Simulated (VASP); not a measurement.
Set up this calculation in VASP 6.6.1, as the native input.

- Task: single point
- Functional: BLYP
- Potentials or basis: VASP PAW PBE potentials, release 64 (Cu)
- Cutoff: 520 eV
- k mesh: 11 × 11 × 11
- Occupations: fermi-dirac, width 0.1 eV
- Spin: no spin polarisation
- Dipole correction: no
- Further INCAR settings: ALGO = Fast; EDIFF = 1e-07; NBANDS = 18

The structure of Cu lies in POSCAR:

```
Cu
1.0
    0.0000000000      2.6601215775      2.6601215775
    2.6601215775      0.0000000000      2.6601215775
    2.6601215775      2.6601215775      0.0000000000
Cu
2
Direct
    0.1250000000      0.1250000000      0.1250000000
    0.8750000000      0.8750000000      0.8750000000
```

This isn't the form of Cu at room conditions, which is fcc.

These files were run (other wordings do the same):

INCAR

```
SYSTEM = Cu
  PREC = Accurate
  ENCUT = 520
  EDIFF = 1E-7
  ISMEAR = -1
  SIGMA = 0.1
  LREAL = .FALSE.
  LASPH = .TRUE.
  NELM = 60
  ALGO = Fast
  ISIF = 2
  LWAVE = .FALSE.
  LCHARG = .FALSE.
  GGA = B5
  ALDAX = 1.0
  AGGAX = 1.0
  AGGAC = 1.0
  ALDAC = 0.0
  NBANDS = 18
```

KPOINTS

```
regular mesh
0
G
  11 11 11
  0 0 0
```

Potentials or basis: VASP PAW PBE potentials, release 64 (Cu).

Launch:

```bash
$ cat potpaw_PBE.64/Cu/POTCAR > POTCAR
$ mpirun -np 1 vasp_std > vasp.out
```

It gave:

| Item | Value |
| --- | --- |
| Pressure | 5.0 GPa |
| Band gap on the k mesh | none (metal or under the smearing width) |

Caveat: the PAW data sets were made with another functional, which shifts forces and pressure a little.

It took 45 s on 1 thread of Intel(R) Xeon(R) Platinum 8488C (Sapphire Rapids) (shared host), peak memory 0.16 GiB.
